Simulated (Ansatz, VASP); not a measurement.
**Mg: VASP beside Ansatz**

```
Mg
1.0
     5.78851    0.00000    0.00000
     0.00000    5.78851    0.00000
     0.00000    0.00000    5.78851
Mg
8
Direct
  0.00000 0.00000 0.00000
  0.50000 0.50000 0.50000
  0.25000 0.00000 0.50000
  0.75000 0.00000 0.50000
  0.50000 0.25000 0.00000
  0.50000 0.75000 0.00000
  0.00000 0.50000 0.25000
  0.00000 0.50000 0.75000
```

Alike in both runs: functional RPBE; k mesh 5 × 5 × 5; occupations fermi-dirac, width 0.1 eV; no spin polarisation.

Ansatz relaxed the structure, and its values are those at the end. VASP's run is a single point on that final structure, the one shown.

```csv
,VASP,Ansatz
version,VASP 6.6.1,Ansatz 0.2.0
potentials or method,"VASP PAW PBE potentials, release 64 (Mg)","plane waves (420 eV) with PAW, scalar-relativistic"
plane-wave cutoff (eV),520,420
valence electrons in the cell,16,80
```

Ansatz gave:

```
pressure (GPa) : 0.0
```

Q: Which values does VASP return?

A: Pressure (GPa): -0.2.

The two sets of potentials don't hold the same shells in valence.

Caveats: the PAW data sets were made with another functional, which shifts forces and pressure a little (VASP).
